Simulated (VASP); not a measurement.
**NaF in VASP 6.6.1, single-point calculation**

INCAR

```
NSW = 0
SIGMA = 0.02
LASPH = .TRUE.
NELM = 52
NBANDS = 14
GGA = PE
ISIF = 2
ADDGRID = .TRUE.
ISMEAR = -1
LREAL = .FALSE.
LCHARG = .FALSE.
IBRION = -1
PREC = Accurate
LWAVE = .FALSE.
ENCUT = 520
EDIFF = 1E-7
```

KPOINTS

```
KPOINTS created by Atomic Simulation Environment
0
Gamma
8 8 8
0 0 0
```

POSCAR

```
Na F
 1.0000000000000000
     2.8700000000000001    0.0555000000000000   -0.0342000000000000
     0.0555000000000000    2.8216999999999999   -0.0329000000000000
    -0.0342000000000000   -0.0329000000000000    2.8060999999999998
 Na  F
   1   1
Cartesian
  2.8547300200000003  2.8382126899999998  2.7167741500000000
  1.4860130500000002  1.3301319199999999  1.3700796700000000
```

The recommended PBE PAW datasets give the neutral cell 14 valence electrons.

Command

```
mpirun -np 1 vasp_std
```

**Question.** How does this run end, and what does it give?

**Answer.** It converged. Results: gap between bands v and c on the k mesh 5.81 eV; least direct gap on the k mesh 6.09 eV; pressure 2.2 GPa; largest force 0.19 eV/Å. Band v is the last that the valence electrons fill when counted band by band, and c is the next.

OSZICAR

```
N       E                     dE             d eps       ncg     rms          rms(c)
DAV:   1     0.108294213578E+03    0.10829E+03   -0.76397E+03  7352   0.130E+03
DAV:   2    -0.375896735024E+01   -0.11205E+03   -0.10447E+03  8126   0.348E+02
DAV:   3    -0.910010365701E+01   -0.53411E+01   -0.53313E+01  8498   0.691E+01
DAV:   4    -0.913972322586E+01   -0.39620E-01   -0.39618E-01  8384   0.629E+00
DAV:   5    -0.914009780780E+01   -0.37458E-03   -0.37458E-03  8714   0.613E-01    0.522E+00
DAV:   6    -0.827551545767E+01    0.86458E+00   -0.26516E+00  8632   0.144E+01    0.174E+00
DAV:   7    -0.824796653054E+01    0.27549E-01   -0.29193E-02  7598   0.285E+00    0.102E+00
DAV:   8    -0.823384639183E+01    0.14120E-01   -0.25843E-02  8030   0.415E+00    0.132E-01
DAV:   9    -0.823434329243E+01   -0.49690E-03   -0.35442E-03  8750   0.597E-01    0.773E-02
DAV:  10    -0.823430939712E+01    0.33895E-04   -0.34729E-04  7958   0.163E-01    0.902E-03
DAV:  11    -0.823430909776E+01    0.29936E-06   -0.12188E-05  8936   0.799E-02    0.218E-03
DAV:  12    -0.823430918078E+01   -0.83013E-07   -0.11171E-06  7970   0.146E-02    0.153E-03
DAV:  13    -0.823430912986E+01    0.50918E-07   -0.19057E-07  7886   0.453E-03
   1 F= -.82343091E+01 E0= -.82343091E+01  d E =-.447596E-13
```

For comparison, a separate PBE run of the intended cell, on usual settings and not on those above, gives a gap of 5.81 eV on its mesh and a pressure of 2.2 GPa.
